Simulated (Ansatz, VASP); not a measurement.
## Two plane-wave programs on Y3N2

Contents of INCAR:

```
PREC     = Accurate       # precision mode
ENCUT    = 520            # plane-wave cutoff, eV
EDIFF    = 1E-7           # SCF threshold, eV
ISMEAR   = 0              # smearing method
SIGMA    = 0.1            # smearing width, eV
LREAL    = False          # projectors in reciprocal space
LASPH    = True           # aspherical terms in the spheres
NELM     = 100            # most SCF steps
ALGO     = Normal         # electronic algorithm
ISIF     = 2              # what is computed and relaxed
LWAVE    = False          # write WAVECAR
LCHARG   = False          # write CHGCAR
GGA      = PE             # functional
NBANDS   = 30             # bands
```

File KPOINTS:

```
regular mesh
0
Gamma
  6 6 2
```

POSCAR

```
Y3N2
1.0
    3.4654910000      0.0000000000      0.0000000000
   -1.7327455000      3.0012032400      0.0000000000
    0.0000000000      0.0000000000      8.6045705900
Y N
3 2
Direct
    0.0000000000      0.0000000000      0.2494473200
    0.0000000000      0.0000000000      0.7505526800
    0.0000000000      0.0000000000      0.5000000000
    0.0000000000      0.0000000000      0.0620876700
    0.0000000000      0.0000000000      0.9379123300
```

Input for Ansatz:

```yaml
crystal:
  lattice:
    - [3.465491, 0.0, 0.0]
    - [-1.7327455, 3.00120324, 0.0]
    - [0.0, 0.0, 8.60457059]
  atoms:
    - { symbol: "Y", position: [0.0, 0.0, 0.24944732] }
    - { symbol: "Y", position: [0.0, 0.0, 0.75055268] }
    - { symbol: "Y", position: [0.0, 0.0, 0.5] }
    - { symbol: "N", position: [0.0, 0.0, 0.06208767] }
    - { symbol: "N", position: [0.0, 0.0, 0.93791233] }
basis:
  ecutwfc: 420
kpoints:
  mp_grid: { grid: [6, 6, 2] }
hamiltonian:
  xc: pbe
scf:
  occupations: { method: gaussian, width: 0.1 }
  lower_state_search: "off"
output:
  forces: true
  stress: true
  eigenvalues: true
```

Alike in both runs: task single point; functional PBE; k mesh 6 × 6 × 2; occupations gaussian, width 0.1 eV; no spin polarisation.

|  | VASP | Ansatz |
| --- | --- | --- |
| version | VASP 6.6.1 | Ansatz 0.2.0 |
| potentials or method | VASP PAW PBE potentials, release 64 (Y_sv, N) | scalar-relativistic, plane waves, PAW |
| plane-wave cutoff (eV) | 520 | 420 |
| valence electrons in the cell | 43 | 43 |

|  | VASP | Ansatz | Ansatz less VASP |
| --- | --- | --- | --- |
| gap on the k mesh at the Fermi level (eV) | none | none | - |
| rms of the force components (eV/Å) | 4.260 | 3.789 | -0.4703 |

Atom by atom the forces differ by 0.603 eV/Å (rms over components). A gap of «none» marks a metal or a gap that the smearing closes. The functional is the same, so the differences come from potentials, cutoffs and numerics.

Caveats: the k mesh is coarse (spacing up to 0.37 Å⁻¹), so the values aren't converged; the standard files for N, O and F lose accuracy on very short bonds; forces of over 1 eV/Å show positions far from the minimum, so gaps and moduli don't describe the material at rest.
